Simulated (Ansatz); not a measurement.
**AlRu under changes of volume**

One of the cells (13.387 Å³/atom); the others are scaled copies at fixed shape and fractional positions:

```
CELL_PARAMETERS angstrom
2.99160 0.00000 0.00000
0.00000 2.99160 0.00000
0.00000 0.00000 2.99160
ATOMIC_POSITIONS crystal
Ru 0.50000 0.50000 0.50000
Al 0.00000 0.00000 0.00000
```

```yaml
Program: Ansatz 0.2.0
Functional: r2SCAN
Potentials_or_basis: Ansatz PAW
Cutoff: "500 eV (not typed: the program's choice for these potentials)"
k_mesh: 9 × 9 × 9
Occupations: fermi-dirac, width 0.05 eV
Spin: no spin polarisation
```

```tsv
volume (Å³/atom)	energy over the lowest point (meV/atom)	pressure (GPa)
12.584	?	?
12.851	8.24	7.4
13.119	0.16	2.4
13.387	0.00	-2.0
13.655	6.95	-6.1
13.922	20.28	-9.7
14.190	39.32	-12.9
```

**Question.** What does the run at 12.584 Å³/atom give?

**Answer.** Energy over the lowest point 25.15 meV/atom; pressure 13.0 GPa.

Worked out: A Birch-Murnaghan fit of order 3 (a polynomial in V^(-2/3)) to the other rows has its minimum at 13.26 Å³/atom with B0 = V·E''(V) = 222 GPa and B' = 4.4. It gives 25.11 meV/atom at 12.584 Å³/atom, against the run's 25.15, and -dE/dV = 13.0 GPa, against 13.0.

Energies are extrapolated to zero smearing.

Caveats: the PAW data sets come from PBE, with cores solved anew for the run's functional, which leaves a small shift of forces and pressure.
